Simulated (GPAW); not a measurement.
Na, 1 atom in the cell. It takes space group Im-3m (No. 229, cubic). Conventional cell: a = 4.282 Å, b = 4.282 Å, c = 4.282 Å, α = 90.00°, β = 90.00°, γ = 90.00°. Around Na (site symmetry m-3m) lie 8 Na at 3.71 Å. 

| Property | Result |
| --- | --- |
| Program | GPAW 26.7.0 |
| Task | single point |
| Functional | RPBE |
| Potentials or basis | the program's PAW data sets (release 1.2.1) made for this functional |
| Cutoff | 800 eV |
| Basis | pw |
| k mesh | 9 × 9 × 9 |
| Occupations | gaussian, width 0.02 eV |
| Spin | no spin polarisation |
| Maxiter | 150 |

Potentials or basis: the program's PAW data sets (release 1.2.1) made for this functional, pw.

Run with:

```console
$ OMP_NUM_THREADS=1 python run.py
```

Hardware: 1 thread of Arm Neoverse V2, with other jobs on the host.

Question: Estimate the wall time of this run.

Answer: Wall time 7.9 s on 1 thread of Arm Neoverse V2, on a shared host, peak memory 0.15 GiB. Counts: scf iterations 8, plane waves 2030, bands 10, k points 35.
